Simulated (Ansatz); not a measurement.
# AlAs: vacancies and the chemical potential

Level of theory: DFT PBE, scalar-relativistic, plane waves, PAW in Ansatz 0.2.0.

Cutoff 420 eV; k points 5×5×5 on the computed 15-atom cell (Γ-centred); Gaussian smearing, width 0.10 eV; no spin polarisation.

The ordered crystal (F-43m, 23.49 Å³/atom, a gap on the mesh of 1.50 eV), relaxed at this level:

```
Al As
1.0
     0.00000    2.86381    2.86381
     2.86381    0.00000    2.86381
     2.86381    2.86381    0.00000
Al As
1 1
Direct
  0.00000 0.00000 0.00000
  0.25000 0.25000 0.25000
```

The crystal stands on its own mesh of 8×8×8. The changed cells were relaxed on coarser meshes and computed once more on meshes like the one named, which can leave forces up to 0.25 eV/Å.

The crystal forms from the elements' standard states with -0.487 eV/atom, or -0.97 eV per As. From a supercell of 16 atoms neutral As atoms were removed at random and the cells relaxed:

| As removed | energy a vacancy, As-rich (eV) | volume / perfect | gap on mesh (eV) |
| --- | --- | --- | --- |
| 1 | 3.56 | 0.972 | 0.00 |
| 2 | 3.25 | 0.903 | 0.00 |

**Question.** Over what range can the formation energy of the neutral As vacancy move?

**Answer.** With k vacancies in the cell, E_v = [E(defect cell) − E(perfect cell)]/k + μ(As). With μ counted from the standard state, the compound is stable against the two elements for -0.97 eV ≤ Δμ ≤ 0, so for the most dilute cell E_v runs from 3.56 eV (As-rich) to 3.56 − 0.97 = 2.59 eV (Al-rich). At 1000 K the site fraction 1/[1 + exp(E_v/k_BT)] spans 1e-18 to 9e-14. Other phases of the two elements can narrow the range. Vacancies of Al, antisites and interstitials weren't computed and can be far cheaper. Even the most dilute cell lacks 12.5 % of its As, far from an isolated defect.

With 2 vacancies the cost is 3.25 eV each against 3.56 eV: in these draws vacancies lower each other's cost, a drive to cluster or to part into a phase poorer in As.

A cell with an odd number of electrons, run without spin, has no gap by construction; a spin-polarised state may open one and lie lower.

Cost: 5 runs of about 21 core-minutes in all (earlier runs that led there not counted), on Intel Xeon Processor @ 2.70GHz (shared hosts).